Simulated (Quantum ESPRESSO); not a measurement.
**Rh: equation of state with PBEsol**

**Experimental background.**

“Thermal equation of state of rhodium characterized by XRD in a resistively heated diamond anvil cell”, 2024, pmc:11535440 quotes, for a bulk crystal of Rh: bulk modulus 264 ± 1 GPa.

Rh:

```
Rh
1.0
     0.00000    1.89785    1.89785
     1.89785    0.00000    1.89785
     1.89785    1.89785    0.00000
Rh
1
Direct
  0.00000 0.00000 0.00000
```

```
Program             : Quantum ESPRESSO 7.5
Task                : equation of state
Functional          : PBEsol
Potentials or basis : PseudoDojo 0.4.1 SR PBEsol standard
Cutoff              : 1197 eV
Density cutoff      : 4789 eV
k mesh              : 12 × 12 × 12
Occupations         : fermi-dirac, width 0.05 eV
Spin                : no spin polarisation
Mixing beta         : 0.5
Most SCF iterations : 120
SCF threshold       : 2e-10 Ry
```

* Equilibrium volume: 13.52 Å³/atom
* Bulk modulus: 296 GPa
* Pressure derivative of the bulk modulus: 5.2

Energy against volume, from the lowest point:
```tsv
volume (Å³/atom)	energy (meV/atom)
12.851	33.05
13.125	10.40
13.398	0.00
13.671	0.43
13.945	10.42
14.218	28.85
14.492	54.71
```

All runs of the series together: 110 s on 1 thread of Arm Neoverse V1, on a shared host.

A measured bulk modulus of Rh is 264 GPa (quoted in “Thermal equation of state of rhodium characterized by XRD in a resistively heated diamond anvil cell”, 2024, pmc:11535440); the calculated 296 GPa misses it by +12.2 %. The fit is for a static lattice scaled at fixed shape and fixed fractional positions.
